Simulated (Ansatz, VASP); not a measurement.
**NiI2 in two plane-wave programs**

Wanted: the spread between two codes on one cell, functional and k mesh.

Program: Ansatz 0.2.0. Level of theory: plane waves, with VASP 6.6.1 beside it; single point at PBEsol, DFT+U, band structure at LDA and band structure at PBEsol. Results are calculated unless marked as measured.

### Step 1. Starting point

The structure is trigonal, space group R-3m (No. 166). Conventional cell: a = 3.955 Å, b = 3.955 Å, c = 21.024 Å, α = 90.00°, β = 90.00°, γ = 120.00°. Nearest to Ni lie 6 I at 2.75 Å. Nearest to I lie 3 Ni at 2.75 Å. Farther neighbours and most contacts between anions are not listed.

Structure file:

```xyz
6
Lattice="3.9550 2.2834 14.0162 0.0000 2.2834 14.0162 0.0000 -2.2834 7.0081" Properties=species:S:1:pos:R:3 pbc="T T T"
Ni    0.0000    0.0000    0.0000
Ni    1.9775    1.1417    7.0081
I     0.0000    0.0000    5.4760
I     1.9775    1.1417   12.4841
I     0.0000    0.0000   15.5482
I     1.9775    1.1417   22.5563
```

### Step 2. VASP: single point, PBEsol, DFT+U

A single point gives forces, pressure and levels at one fixed geometry, so differences don't come from the geometry; what else differs is listed under the comparison.

Lines of VASP's logs that name or quote its potential files are left out, and so is its time.

Input file INCAR:

```
SYSTEM = NiI2
PREC = Accurate
ENCUT = 400
EDIFF = 1E-06
NELM = 100
ISMEAR = -1
SIGMA = 0.05
LREAL = .FALSE.
ALGO = Normal
GGA = PS
NBANDS = 33
ISPIN = 2
MAGMOM = 1 -1 0 0 0 0
LDAU = .TRUE.
LDAUTYPE = 2
LDAUL = 2 -1
LDAUU = 4 0
LDAUJ = 0 0
LDAUPRINT = 1
LASPH = .TRUE.
LMAXMIX = 4
LORBIT = 11
LWAVE = .FALSE.
LCHARG = .FALSE.
KPAR = 4
ISIF = 2
```

Input file POSCAR:

```
NiI2
1.0
    3.9549866918      2.2834126312     14.0161600108
    0.0000000000      2.2834126312     14.0161600108
    0.0000000000     -2.2834126311      7.0080800054
Ni I
2 4
Direct
    0.0000000000      0.0000000000      0.0000000000
    0.5000000000      0.0000000000      0.0000000000
    0.0000000000      0.2604615500      0.2604615500
    0.5000000000      0.2604615500      0.2604615500
    0.0000000000      0.7395384500      0.7395384500
    0.5000000000      0.7395384500      0.7395384500
```

Input file KPOINTS:

```
Automatic mesh
0
Gamma
7 7 7
0 0 0
```

Potentials, in the order of the species: Ni and I (PBE family, release 64).

The run is started by

```
$ mpirun -np 4 vasp_std
```

Numbers of over 12 decimals in the logs are rounded to 6 here.

Log:

```text
[banner, memory and clock lines left out]
running    4 mpi-ranks, on    1 nodes
 distrk:  each k-point on    1 cores,    4 groups
 distr:  one band on    1 cores,    1 groups

 POSCAR found type information on POSCAR NiI
 POSCAR found :  2 types and       6 ions
|                                                                             |
|               ----> ADVICE to this user running VASP <----                  |
|                                                                             |
|     You enforced a specific xc type in the INCAR file but a different       |
|     [... a line on the potential file left out ...]
|     I HOPE YOU KNOW WHAT YOU ARE DOING!                                     |
|                                                                             |

 LDA part: xc-table for (Slater+PW92), standard interpolation
 POSCAR, INCAR and KPOINTS ok, starting setup
 FFT: planning ... GRIDC
 FFT: planning ... GRID_SOFT
 FFT: planning ... GRID
 WAVECAR not read
 entering main loop
       N       E                     dE             d eps       ncg     rms          rms(c)
DAV:   1     0.302193302798E+03    0.30219E+03   -0.16237E+04 13200   0.106E+03
DAV:   2     0.157991644680E+02   -0.28639E+03   -0.27218E+03 14455   0.254E+02
DAV:   3    -0.140816970795E+02   -0.29881E+02   -0.28864E+02 15816   0.951E+01
DAV:   4    -0.150945596926E+02   -0.10129E+01   -0.10105E+01 17381   0.184E+01
DAV:   5    -0.151172317516E+02   -0.22672E-01   -0.22668E-01 16554   0.302E+00    0.147E+01
DAV:   6    -0.158088546479E+02   -0.69162E+00   -0.15210E+01 15432   0.810E+01    0.127E+01
DAV:   7    -0.162542872899E+02   -0.44543E+00   -0.29694E+00 17016   0.282E+01    0.591E+00
DAV:   8    -0.164945411449E+02   -0.24025E+00   -0.37268E-01 18699   0.841E+00    0.407E+00
DAV:   9    -0.164916148030E+02    0.29263E-02   -0.39386E-01 15521   0.175E+01    0.143E+00
DAV:  10    -0.165095575930E+02   -0.17943E-01   -0.12015E-01 18268   0.298E+00    0.584E-01
DAV:  11    -0.165118397164E+02   -0.22821E-02   -0.10752E-02 15768   0.184E+00    0.259E-01
DAV:  12    -0.165122388587E+02   -0.39914E-03   -0.13980E-03 16559   0.385E-01    0.173E-01
DAV:  13    -0.165122469156E+02   -0.80570E-05   -0.37089E-04 19001   0.462E-01    0.607E-02
DAV:  14    -0.165122946498E+02   -0.47734E-04   -0.27494E-04 15697   0.150E-01    0.167E-02
DAV:  15    -0.165122963161E+02   -0.16663E-05   -0.11886E-05 18429   0.196E-02    0.780E-03
DAV:  16    -0.165122973046E+02   -0.98849E-06   -0.12802E-06 10067   0.194E-02
   1 F= -.16512297E+02 E0= -.16512294E+02  d E =-.603483E-05  mag=    -0.0000
```

Parts of OUTCAR (step 2):

```text
ion  position               nearest neighbor table
   1  0.000  0.000  0.000-   5 2.75   3 2.75   6 2.75   4 2.75   6 2.75   4 2.75
   2  0.500  0.000  0.000-   6 2.75   4 2.75   5 2.75   3 2.75   5 2.75   3 2.75
   3  0.000  0.260  0.260-   1 2.75   2 2.75   2 2.75
   4  0.500  0.260  0.260-   2 2.75   1 2.75   1 2.75
   5  0.000  0.740  0.740-   1 2.75   2 2.75   2 2.75
   6  0.500  0.740  0.740-   2 2.75   1 2.75   1 2.75

  LATTYP: Found a simple monoclinic cell.
 ALAT       =     6.8502378934
 B/A-ratio  =     0.5773502692
 C/A-ratio  =     1.0759766379
 COS(beta)  =    -0.3097960695

 Subroutine GETGRP returns: Found  4 space group operations
 (whereof  4 operations were pure point group operations)

The static configuration has the point symmetry C_2h.

 Found    100 irreducible k-points:

   k-points           NKPTS =    100   k-points in BZ     NKDIM =    100   number of bands    NBANDS=     33

   dimension x,y,z NGX =    96 NGY =   96 NGZ =   48
   dimension x,y,z NGXF=   192 NGYF=  192 NGZF=   96

   ENCUT  =  400.0 eV  29.40 Ry    5.42 a.u.  24.04 23.16 12.02*2*pi/ulx,y,z

   NELECT =      48.0000    total number of electrons

 k-points in reciprocal lattice and weights: Automatic mesh
   0.00000000  0.00000000  0.00000000       0.003
   0.14285714  0.00000000  0.00000000       0.006
   0.28571429  0.00000000  0.00000000       0.006
   0.42857143  0.00000000  0.00000000       0.006
  -0.00000000  0.14285714  0.00000000       0.012
   0.14285714  0.14285714  0.00000000       0.006
   0.42857143  0.14285714  0.00000000       0.012
  -0.42857143  0.14285714  0.00000000       0.012
   0.00000000  0.28571429  0.00000000       0.012
[...]
o =  0.9876  v =  0.0000  0.0000  0.0000  0.0000  0.0000  0.5652  0.0000  0.0000  0.8250 -0.0000      0.0000  0.0000  0.0000  0.0000  0.0000  0.0000  0.0000  0.0000  0.0000  0.0000
  o =  0.9877  v =  0.0000  0.0000  0.0000  0.0000  0.0000  0.0000 -0.8218  0.0056 -0.0000 -0.5697      0.0000  0.0000  0.0000  0.0000  0.0000  0.0000  0.0000  0.0000  0.0000  0.0000

 average (electrostatic) potential at core
       1 -87.6692       2 -87.6692       3 -91.7111       4 -91.7111       5 -91.7111
       6 -91.7111

 E-fermi :   3.9857

 spin component 1
 k-point     1 :       0.0000    0.0000    0.0000
  band No.  band energies     occupation
    ...
     20       2.9982      1.00000
     21       3.2168      1.00000
     22       3.2207      1.00000
     23       3.3617      1.00000
     24       3.4245      0.99999
     25       5.0981      0.00000
     26       5.1001      0.00000
     27       6.3844      0.00000
     28       7.3051      0.00000
     29       8.2071      0.00000
    ...

 k-point     2 :       0.1429    0.0000    0.0000
  band No.  band energies     occupation
    ...
     20       2.4753      1.00000
     21       2.7296      1.00000
     22       3.0224      1.00000
     23       3.1650      1.00000
     24       3.2532      1.00000
     25       4.8272      0.00000
     26       5.0169      0.00000
     27       6.9424      0.00000
     28       7.9759      0.00000
     29       8.9304      0.00000
    ...

 k-point     3 :       0.2857    0.0000    0.0000
  band No.  band energies     occupation
    ...
     20       1.7199      1.00000
     21       2.1012      1.00000
     22       2.6583      1.00000
     23       2.7979      1.00000
     24       3.0869      1.00000
     25       4.7469      0.00000
     26       4.8272      0.00000
     27       7.5632      0.00000
     28       8.3410      0.00000
     29       9.3764      0.00000
    ...

 k-point     4 :       0.4286    0.0000    0.0000
  band No.  band energies     occupation
    ...
     20       1.4407      1.00000
     21       1.8929      1.00000
     22       2.1352      1.00000
     23       2.2855      1.00000
     24       3.1698      1.00000
     25       4.5050      0.00003
     26       5.0198      0.00000
     27       7.8236      0.00000
     28       8.1378      0.00000
     29       9.8241      0.00000
    ...

 k-point     5 :      -0.0000    0.1429    0.0000
  band No.  band energies     occupation
    ...
     20       2.2580      1.00000
     21       2.7917      1.00000
     22       2.8946      1.00000
     23       3.0094      1.00000
     24       3.3416      1.00000
     25       4.7425      0.00000
     26       5.0502      0.00000
     27       7.1008      0.00000
     28       8.1229      0.00000
     29       8.7950      0.00000
    ...

 k-point     6 :       0.1429    0.1429    0.0000
  band No.  band energies     occupation
    ...
     20       2.8751      1.00000
     21       3.0269      1.00000
     22       3.1218      1.00000
     23       3.2578      1.00000
     24       3.4429      0.99998
     25       5.0073      0.00000
     26       5.0919      0.00000
     27       6.5240      0.00000
     28       7.5927      0.00000
     29       8.4883      0.00000
    ...

  Total       -2.3148461     -2.3567119     -1.6362227      0.0000000      0.0095330      0.0000000
  in kB      -19.5336303    -19.8869118    -13.8071251      0.0000000      0.0804434      0.0000000
  external PRESSURE =     -17.7425557 kB  Pullay stress =       0.0000000 kB

  energy-cutoff  :      400.00
  volume of cell :      189.87
      direct lattice vectors                 reciprocal lattice vectors
     3.954986692  2.283412631 14.016160011     0.252845351  0.000000000  0.000000000
     0.000000000  2.283412631 14.016160011    -0.252845351  0.145980332  0.047564145
     0.000000000 -2.283412631  7.008080005     0.000000000 -0.291960663  0.047564145

 POSITION                                       TOTAL-FORCE (eV/Angst)
 -----------------------------------------------------------------------------------
      0.00000      0.00000      0.00000        -0.000000      0.000000      0.000000
      1.97749      1.14171      7.00808        -0.000000      0.000000      0.000000
      0.00000      0.00000      5.47601         0.000000     -0.001120      0.187201
      1.97749      1.14171     12.48409         0.000000     -0.001120      0.187201
      0.00000      0.00000     15.54823        -0.000000      0.001120     -0.187201
      1.97749      1.14171     22.55631        -0.000000      0.001120     -0.187201
 -----------------------------------------------------------------------------------
    total drift:                                0.000000     -0.000000      0.000000

  FREE ENERGIE OF THE ION-ELECTRON SYSTEM (eV)
  ---------------------------------------------------
  free  energy   TOTEN  =       -16.5122973046 eV

  energy  without entropy=      -16.5122912697  energy(sigma->0) =      -16.51229429

 total charge
# of ion       s       p       d       tot
------------------------------------------
    1        0.341   0.324   8.246   8.911
    2        0.341   0.324   8.246   8.911
    3        1.511   2.747   0.024   4.282
    4        1.511   2.747   0.024   4.282
    5        1.511   2.747   0.024   4.282
    6        1.511   2.747   0.024   4.282
--------------------------------------------------
tot          6.725  11.637  16.588  34.951

 magnetization (x)
# of ion       s       p       d       tot
------------------------------------------
    1        0.005   0.003   1.428   1.436
    2       -0.005  -0.003  -1.428  -1.436
    3       -0.004  -0.060  -0.000  -0.064
    4        0.004   0.060   0.000   0.064
    5       -0.004  -0.060  -0.000  -0.064
    6        0.004   0.060   0.000   0.064
--------------------------------------------------
tot          0.000   0.000   0.000   0.000

[... 1 further part left out ...]
```

The magnetic state follows from one typed start and may not be the lowest. The gap is read on the k-mesh alone, so it is an upper bound where the band edges lie off the mesh.

(Continued in part 2 of 3.)

[Lines on the potential files, build, host, timing and source positions are cut from VASP's logs without a mark.]

[Logs are printed without paths, hosts, clocks, repeated set-up lines and the standing remarks that a program may print on its own settings, such as how far it seeks lower states.]

[Hosts, paths, dates, database ids (printed as entryN), source tags and the programs' standing remarks are cut or masked in the printed files.]
